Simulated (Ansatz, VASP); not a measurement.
## HfO2 in VASP and in Ansatz

```xyz
3
Lattice="0.0000 2.5575 2.5575 2.5575 0.0000 2.5575 2.5575 2.5575 0.0000" Properties=species:S:1:pos:R:3 pbc="T T T"
Hf    0.0000    0.0000    0.0000
O     3.8363    3.8363    3.8363
O     1.2788    1.2788    1.2788
```

Measurements of this composition are mostly on another form, of space group No. 14.

Alike in both runs: task relaxation of cell and atoms; functional PBEsol; dispersion D3(BJ); k mesh 9 × 9 × 9; occupations fermi-dirac, width 0.05 eV; no spin polarisation.

|  | VASP | Ansatz |
| --- | --- | --- |
| version | VASP 6.6.1 | Ansatz 0.2.0 |
| potentials or method | VASP PAW PBE potentials, release 64 (Hf_pv, O) | Ansatz PAW |
| plane-wave cutoff (eV) | 600 | 420 |
| valence electrons in the cell | 22 | 38 |

|  | VASP | Ansatz | Ansatz less VASP |
| --- | --- | --- | --- |
| gap on the k mesh at the Fermi level, each at its own relaxed structure (eV) | 3.91 | 3.84 | -0.069 |
| relaxed volume (Å³/atom) | 10.40 | 10.55 | +0.156 |
| relaxed cell length with the largest relative difference (Å) | 3.533 | 3.551 | +0.0176 |
| energy change over the relaxation (meV/atom) | -43 | -26 | +16.4 |

One of these differences is far larger than is usual between the two programs; its cause wasn't traced. The two sets of potentials don't hold the same shells in valence.

Caveats: spin-orbit coupling is left out, which moves the levels of the heavy elements; the PAW data sets were made with another functional, which shifts forces and pressure a little (VASP); an odd mesh through Γ misses points on the zone boundary, where band edges often lie (VASP); odd divisions of the mesh miss points on the zone boundary, where band edges often lie, so the gap on the mesh can be too wide (Ansatz); the plane-wave basis is chosen anew once the cell has moved, so the energies of steps on either side of that aren't comparable (Ansatz); the pressure holds a Pulay correction of +1.0 GPa for the finite cutoff (Ansatz); the PAW data sets come from PBE, with cores solved anew for the run's functional, which leaves a small shift of forces and pressure (Ansatz). A hybrid or GW would open this gap; PBEsol tends to underestimate it.
